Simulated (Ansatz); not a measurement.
## Ge: pressure against volume per atom

Periodic Kohn-Sham DFT of a crystal at fixed atoms; pressure and stress are positive in compression; the energy is the free energy less that of spherical unpolarised free atoms; site moments are those in the method's own spheres, positive along +z. The results are calculated, by Ansatz 0.2.0.

Cell of the first row (space group Im-3m, No. 229):
```
CELL_PARAMETERS angstrom
-1.66240 1.66240 1.66240
1.66240 -1.66240 1.66240
1.66240 1.66240 -1.66240
ATOMIC_POSITIONS crystal
Ge 0.00000 0.00000 0.00000
```

Settings of every row: method frozen-core PAW; functional PBE; relativity scalar; k mesh 20x20x20; filling fermi-dirac; smearing width 0.03 eV; wave cutoff 420 eV; paw set soft_2.

Atom start moment: 0 on all atoms.

Limits: the cell comes from a prototype or a list of computed structures and needn't be the stable phase.

| row | volume per atom (Å³) | pressure (GPa) |
| --- | --- | --- |
| 1 | 18.378 | 2.96 |
| 2 | 18.76 | 1.393 |
| 3 | 19.143 | ? |
| 4 | 19.526 | -1.23 |
| 5 | 19.909 | -2.304 |

Question: what pressure should row 3 give?

Worked fit of pressure. Take u = (V_r/V)^(2/3) − 1 with V_r = 19.143 Å³ an atom, which is twice the finite (Eulerian) strain; such expansions in the strain, on which the Birch-Murnaghan equation of state is built, carry the rest volume and the bulk modulus. The shown rows have u = 0.02756, 0.01356, -0.01312, -0.02582. Least squares give pressure = −0.0008 + 98.048 × u + 341.4 × u² GPa; a straight line predicts inner rows, each left out in turn, worse (root mean square 0.14 against 0.0038 GPa). The rows lie off it by -0.001, 0.001, -0.002, 0.001. The pressure vanishes at u = 0.0000, or V = 19.14 Å³ an atom, and there the bulk modulus at fixed shape and fractions is B = −V dP/dV = (2/3)(1 + u) dP/du = 65.4 GPa. The withheld row has u = 0, so the fit gives −0.0008 + 98.048 × (0) + 341.4 × (0)² = -0.001 GPa.

The calculation gave -0.003 GPa. The fit lies 0.002 GPa (67 % of the value, 0.038 % of the column's range) above it; its largest miss of a shown row is 0.002 GPa.
